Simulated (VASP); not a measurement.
# SGeH2 in VASP: reference runs

How does SGeH2 come out in PBE? The cell is run as given.

All numbers are computed with VASP 6.6.1; they aren't measurements. Logs are shortened: lines on timing, memory, paths and dates and some standing lists are left out, and cuts for length are marked.

## Step 1: The structure

The cell holds a molecule in a box, 4 atoms: a = 11.000 Å, b = 12.000 Å, c = 11.000 Å, α = 90.00°, β = 90.00°, γ = 90.00°.

## Step 2: Single point, PBE

INCAR

```
SYSTEM = GeH2S
PREC = Accurate ; ENCUT = 520
EDIFF = 1E-7 ; ISMEAR = 0
SIGMA = 0.01 ; LREAL = .False.
LASPH = .True. ; NELM = 60
ALGO = Normal ; ISIF = 2
LWAVE = .False. ; LCHARG = .False.
GGA = PE ; NBANDS = 19
```

KPOINTS

```
regular mesh
0
Gamma
  1 1 1
  0 0 0
```

POSCAR

```
GeH2S
1.0
   11.0000000000      0.0000000000      0.0000000000
    0.0000000000     12.0000000000      0.0000000000
    0.0000000000      0.0000000000     11.0000000000
S Ge H
1 1 2
Direct
    0.4637227300      0.3947625000      0.5265363600
    0.4275045500      0.5564041700      0.4342363600
    0.5748590900      0.4147375000      0.5719454500
    0.5550409100      0.6087375000      0.4728000000
```

Potentials or basis: VASP PAW PBE potentials, release 64 (S, Ge_d, H).

Command:

```console
> cat potpaw_PBE.64/S/POTCAR potpaw_PBE.64/Ge_d/POTCAR potpaw_PBE.64/H/POTCAR > POTCAR
> mpirun -np 1 vasp_gam > vasp.out
```

OUTCAR:

```text
SYSTEM = GeH2S
   PREC = Accurate
   ENCUT = 520
   EDIFF = 1E-7
   ISMEAR = 0
   LREAL = .False.
   LASPH = .True.
   NELM = 60
   ISIF = 2
   GGA = PE

 ion  position               nearest neighbor table
   1  0.464  0.395  0.527-   3 1.34   2 2.23
   2  0.428  0.556  0.434-   4 1.59   1 2.23
   3  0.575  0.415  0.572-   1 1.34
   4  0.555  0.609  0.473-   2 1.59

  LATTYP: Found a simple tetragonal cell.
 ALAT       =    11.0000000000
 C/A-ratio  =     1.0909090909

  Lattice vectors:

 A1 = ( -11.0000000000,   0.0000000000,   0.0000000000)
 A2 = (   0.0000000000,   0.0000000000,  11.0000000000)
 A3 = (   0.0000000000,  12.0000000000,   0.0000000000)

Analysis of symmetry for initial positions (statically):
=====================================================================
 Subroutine PRICEL returns:
 Original cell was already a primitive cell.

 Routine SETGRP: Setting up the symmetry group for a
 simple tetragonal supercell.

 Subroutine GETGRP returns: Found  1 space group operations
 (whereof  1 operations were pure point group operations)
 out of a pool of 16 trial point group operations.

The static configuration has the point symmetry C_1 .

Analysis of symmetry for dynamics (positions and initial velocities):
=====================================================================
 Subroutine PRICEL returns:
 Original cell was already a primitive cell.

 Routine SETGRP: Setting up the symmetry group for a
 simple tetragonal supercell.

 Subroutine GETGRP returns: Found  1 space group operations
 (whereof  1 operations were pure point group operations)
 out of a pool of 16 trial point group operations.

The dynamic configuration has the point symmetry C_1 .

 Subroutine INISYM returns: Found  1 space group operations
 (whereof  1 operations are pure point group operations),
 and found     1 'primitive' translations

----------------------------------------------------------------------------------------

                                     Primitive cell

  volume of cell :    1452.0000

  direct lattice vectors                    reciprocal lattice vectors
    11.000000000  0.000000000  0.000000000     0.090909091  0.000000000  0.000000000
     0.000000000 12.000000000  0.000000000     0.000000000  0.083333333  0.000000000
     0.000000000  0.000000000 11.000000000     0.000000000  0.000000000  0.090909091

  length of vectors
    11.000000000 12.000000000 11.000000000     0.090909091  0.083333333  0.090909091

  position of ions in fractional coordinates (direct lattice)
     0.463722730  0.394762500  0.526536360
     0.427504550  0.556404170  0.434236360
     0.574859090  0.414737500  0.571945450
     0.555040910  0.608737500  0.472800000

  ion indices of the primitive-cell ions
   primitive index   ion index
                 1           1
                 2           2
                 3           3
                 4           4

----------------------------------------------------------------------------------------

 KPOINTS: regular mesh

Automatic generation of k-mesh.
 Grid dimensions read from file:
 generate k-points for:    1    1    1

 Generating k-lattice:

  Cartesian coordinates                     Fractional coordinates (reciprocal lattice)
     0.090909091  0.000000000  0.000000000     1.000000000  0.000000000  0.000000000
     0.000000000  0.083333333  0.000000000     0.000000000  1.000000000  0.000000000
     0.000000000  0.000000000  0.090909091     0.000000000  0.000000000  1.000000000

  Length of vectors
     0.090909091  0.083333333  0.090909091

  Shift w.r.t. Gamma in fractional coordinates (k-lattice)
     0.000000000  0.000000000  0.000000000

 Subroutine IBZKPT returns following result:
 ===========================================

 Found      1 irreducible k-points:

 Following reciprocal coordinates:
            Coordinates               Weight
  0.000000  0.000000  0.000000      1.000000
   k-points           NKPTS =      1   k-points in BZ     NKDIM =      1   number of bands    NBANDS=     19
   number of dos      NEDOS =    301   number of ions     NIONS =      4
   total plane-waves  NPLWV = 635040
   dimension x,y,z NGX =    84 NGY =   90 NGZ =   84
   dimension x,y,z NGXF=   168 NGYF=  180 NGZF=  168
   ions per type =               1   1   2
   NGX,Y,Z   is equivalent  to a cutoff of  12.70, 12.47, 12.70 a.u.
   NGXF,Y,Z  is equivalent  to a cutoff of  25.39, 24.94, 25.39 a.u.
 SYSTEM =  GeH2S
   PREC   = accura    normal or accurate (medium, high low for compatibility)
   ISTART =      0    job   : 0-new  1-cont  2-samecut
   ICHARG =      2    charge: 1-file 2-atom 10-const
   ISPIN  =      1    spin polarized calculation?
   LNONCOLLINEAR =      F non collinear calculations
   LSORBIT =      F    spin-orbit coupling
   LASPH  =      T    aspherical Exc in radial PAW
   ENCUT  =  520.0 eV  38.22 Ry    6.18 a.u.  20.45 22.31 20.45*2*pi/ulx,y,z
   NELM   =     60;   NELMIN=  2; NELMDL= -5     # of ELM steps
   EDIFF  = 0.1E-06   stopping-criterion for ELM
   LREAL  =      F    real-space projection
   EDIFFG = 0.1E-05   stopping-criterion for IOM
   NSW    =      0    number of steps for IOM
   IBRION =     -1    ionic relax: 0-MD 1-quasi-New 2-CG
   NFREE  =      0    steps in history (QN), initial steepest desc. (CG)
   ISIF   =      2    stress and relaxation
   ISYM   =      2    0-nonsym 1-usesym 2-fastsym
   POTIM  = 0.5000    time-step for ionic-motion
   TEBEG  =    0.0;   TEEND  =   0.0 temperature during run
   PSTRESS=    0.0 pullay stress
   NELECT =      22.0000    total number of electrons
   NUPDOWN=      -1.0000    fix difference up-down
   EMIN   =  10.00;   EMAX   =-10.00  energy-range for DOS
   EFERMI =   0.00;   METHOD = LEGACY
   ISMEAR =     0;   SIGMA  =   0.01  broadening in eV -4-tet -1-fermi 0-gaus
   EFERMI_NEDOS =   21; number of points for ismear=-14 and -15
   IALGO  =     38    algorithm
   IMIX   =      4    mixing-type and parameters
     AMIX     =   0.40;   BMIX     =  1.00
     AMIX_MAG =   1.60;   BMIX_MAG =  1.00
  volume/ion in A,a.u.               =     363.00      2449.64
  Fermi-wavevector in a.u.,A,eV,Ry     =   0.405098  0.765524  2.232777  0.164104
  Thomas-Fermi vector in A             =   1.357169
   LORBIT       =      0    0 simple, 1 ext, 2 COOP (PROOUT), +10 PAW based schemes
   GGA     = PE    functional components
   LHFCALC =     F    Hartree Fock is set to
   AEXX    =    0.0000 exact exchange contribution
   IVDW    =     0    specifies the selected vdW correction
   LEPSILON=     F    determine dielectric tensor
   LRPA    =     F    only Hartree local field effects (RPA)
 non-spin polarized calculation
 Gauss-broadening in eV      SIGMA  =   0.01
  energy-cutoff  :      520.00
  volume of cell :     1452.00
 maximum number of plane-waves:     19579
 NGX is ok and might be reduce to    84
   NGX = 41   NGY = 45   NGZ = 41

 number of electron      22.0000010 magnetization

 Free energy of the ion-electron system (eV)
  ---------------------------------------------------
  ext. energy  EPLUGINS =         0.00000000
  ---------------------------------------------------
  free energy    TOTEN  =       -14.47411540 eV

  energy without entropy =      -14.47411540  energy(sigma->0) =      -14.47411540

 E-fermi :  -5.7791     XC(G=0):  -0.8988

 val. band max:       -5.8408282022   @ k =   0.0000   0.0000   0.0000
 cond. band min:      -3.0787371874   @ k =   0.0000   0.0000   0.0000
 fundamental gap:      2.7620910149
 Fermi energy:        -5.7790859164

 k-point     1 :       0.0000    0.0000    0.0000
  band No.  band energies     occupation
      1     -28.7527      2.00000
      2     -28.7023      2.00000
      3     -28.5925      2.00000
      4     -28.4983      2.00000
      5     -28.4425      2.00000
      6     -18.0238      2.00000
      7     -12.4738      2.00000
      8      -9.8962      2.00000
      9      -7.1196      2.00000
     10      -6.6626      2.00000
     11      -5.8408      2.00000
     12      -3.0787      0.00000
     13      -0.9393      0.00000
     14      -0.4783      0.00000
     15       0.0880      0.00000
     16       0.7874      0.00000
     17       0.8688      0.00000
     18       0.9501      0.00000
     19       0.9962      0.00000

------------------------ aborting loop because EDIFF is reached ----------------------------------------

  FORCE on cell =-STRESS in cart. coord.  units (eV):
  Direction    XX          YY          ZZ          XY          YZ          ZX
  --------------------------------------------------------------------------------------
  -------------------------------------------------------------------------------------
  Total        0.3813824      0.4491366      0.1479126      0.0061885     -0.2049366      0.2026207
  in kB        0.4208280      0.4955898      0.1632108      0.0068285     -0.2261327      0.2235773
  external PRESSURE =       0.3598762 kB  Pullay stress =       0.0000000 kB

 VOLUME and BASIS-vectors are now :
 -----------------------------------------------------------------------------
  energy-cutoff  :      520.00
  volume of cell :     1452.00
      direct lattice vectors                 reciprocal lattice vectors
    11.000000000  0.000000000  0.000000000     0.090909091  0.000000000  0.000000000
     0.000000000 12.000000000  0.000000000     0.000000000  0.083333333  0.000000000
     0.000000000  0.000000000 11.000000000     0.000000000  0.000000000  0.090909091

 POSITION                                       TOTAL-FORCE (eV/Angst)
 -----------------------------------------------------------------------------------
      5.10095      4.73715      5.79190        -0.113528     -0.264049      0.056157
      4.70255      6.67685      4.77660        -0.187147      0.189860     -0.172272
      6.32345      4.97685      6.29140         0.172676      0.027889      0.072635
      6.10545      7.30485      5.20080         0.127999      0.046300      0.043480
 -----------------------------------------------------------------------------------
    total drift:                                0.001836      0.000652      0.000549

  FREE ENERGIE OF THE ION-ELECTRON SYSTEM (eV)
  ---------------------------------------------------
  free  energy   TOTEN  =       -14.4741154017 eV

  energy  without entropy=      -14.4741154017  energy(sigma->0) =      -14.47411540
```

Wall time 1.9 min (1 thread of Intel Xeon Platinum 8488C (Sapphire Rapids), shared host); peak memory 1.1 GiB.

Results:

| Property | Result |
| --- | --- |
| Free energy | -14.4741 eV |
| Largest force | 0.317 eV/Å |
| Gap between the frontier levels | 2.76 eV |

Forces on the atoms (eV/Å):
```
S   -0.114 -0.264  0.056
Ge  -0.187  0.190 -0.172
H    0.173  0.028  0.073
H    0.128  0.046  0.043
```
